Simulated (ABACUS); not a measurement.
Ni under changes of volume

One of the cells (10.492 Å³/atom); the others are scaled copies at fixed shape and fractional positions:

```
CELL_PARAMETERS angstrom
0.00000 1.73757 1.73757
1.73757 0.00000 1.73757
1.73757 1.73757 0.00000
ATOMIC_POSITIONS crystal
Ni 0.00000 0.00000 0.00000
```

* Program: ABACUS 3.10.1
* Functional: PBE
* Potentials or basis: PseudoDojo NC SR 0.4.1 PBE standard
* Cutoff: 1361 eV
* Density cutoff: 5442 eV
* Basis: TZDP LCAO (the cutoffs set its grid)
* k mesh: 13 × 13 × 13
* Occupations: fermi-dirac, width 0.05 eV
* Spin: collinear spin, ferromagnetic start
* Starting moments: [1.0] μB

```csv
volume (Å³/atom),energy over the lowest point (meV/atom),pressure (GPa)
9.862,78.82,26.4
10.072,48.57,20.0
10.282,?,?
10.492,11.51,9.0
10.702,2.89,4.5
10.912,0.00,0.3
11.122,2.12,-3.3
```

What does the run at 10.282 Å³/atom give?

Energy over the lowest point 26.48 meV/atom; pressure 14.2 GPa.

Worked out: A Birch-Murnaghan fit of order 3 (a polynomial in V^(-2/3)) to the other rows has its minimum at 10.92 Å³/atom with B0 = V·E''(V) = 198 GPa and B' = 5.2. It gives 26.44 meV/atom at 10.282 Å³/atom, against the run's 26.48, and -dE/dV = 14.0 GPa, against 14.2.

Energies are extrapolated to zero smearing.

Caveats: the atomic orbitals were generated for these runs and aren't a published set; the basis of atomic orbitals isn't converged, which shifts pressures, moduli and gaps.
